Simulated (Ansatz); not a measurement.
Levels at Γ against strain in ZrS2

```xyz
3
Lattice="3.6300 0.0000 0.0000 -1.8150 3.1437 0.0000 0.0000 0.0000 5.8500" Properties=species:S:1:pos:R:3 pbc="T T T"
Zr    0.0000    0.0000    0.0000
S     0.0000    2.0958    1.4578
S     1.8150    1.0479    4.3922
```

Atoms are numbered in the order listed.

The cell is COD entry 5910006, as deposited and not checked against the literature; nothing was relaxed.

Theory: DFT, PBE, all-electron LAPW, scalar-relativistic in Ansatz 0.2.0.

Sampling and basis: a Γ-centred 10×10×5 k mesh, Fermi–Dirac smearing of 0.01 eV, basis error target 1 meV/atom, no spin polarisation.

The cell is scaled evenly. Fractional coordinates are held (clamped ions).

Only quantities that a quadratic follows smoothly over the whole series are listed; rougher ones are left out.

```tsv
ln(V/Vcell)	direct gap at Γ (eV)	smallest gap on mesh and path (eV)
-0.0619	1.573	0.723
-0.0408	1.569	0.753
-0.0202	1.564	0.779
-0.0101	1.561	0.791
0.0000	1.557	0.797
0.0198	1.549	0.823
0.0392	1.541	0.842
0.0583	1.531	0.856
```

(1) Fit the series and give the slopes at zero strain.

(2) One run, at ln(V/Vcell) = 0.0100, is withheld. Predict its row.

## Answers

(1) Least-squares fits y = p0 + p1 x + p2 x² to the rows give direct gap at Γ (eV): p1 = -0.356, p2 = -1.6; smallest gap on mesh and path (eV): p1 = 1.1, p2 = -2.5. So dEg/dln V = -0.4 eV for the direct gap at Γ, which isn't the fundamental gap here: that one has dEg/dln V = 1.1 eV. Semilocal gaps are too small, but their slopes carry over better.

(2) The fits give 1.553, 0.812; the run gave 1.553, 0.813.
